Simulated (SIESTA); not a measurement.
The system is CdTe.

```
CELL_PARAMETERS angstrom
0.00000 3.20500 3.20500
3.20500 0.00000 3.20500
3.20500 3.20500 0.00000
ATOMIC_POSITIONS crystal
Te 0.75000 0.75000 0.75000
Cd 0.00000 0.00000 0.00000
```

Base run:

```yaml
Program: SIESTA 5.4.2
Functional: PBE
Potentials_or_basis: PseudoDojo 0.4 standard (PBE files)
Basis: TZDP (energy shift 0.002 Ry)
Grid_cutoff: 800 Ry
Energy_shift: 0.002 Ry
k_mesh: 7 × 7 × 7
Occupations: fermi-dirac, width 0.05 eV
Spin: no spin polarisation
```

Its results: band gap on the k mesh 1.05 eV, direct; pressure 4.7 GPa.

Q: The run is repeated on the same cell with these changes: basis from TZDP (energy shift 0.002 Ry) to DZP (energy shift 0.002 Ry). What comes out?

A: Band gap on the k mesh 1.21 eV, direct; pressure 4.7 GPa.

Caveats: semicore shells carry a single zeta, which can move pressures by several GPa and volumes by a few percent; spin-orbit coupling is left out, which moves the levels of the heavy elements; the basis of atomic orbitals isn't converged, which shifts pressures, moduli and gaps.

Not every run made on this cell is shown here.
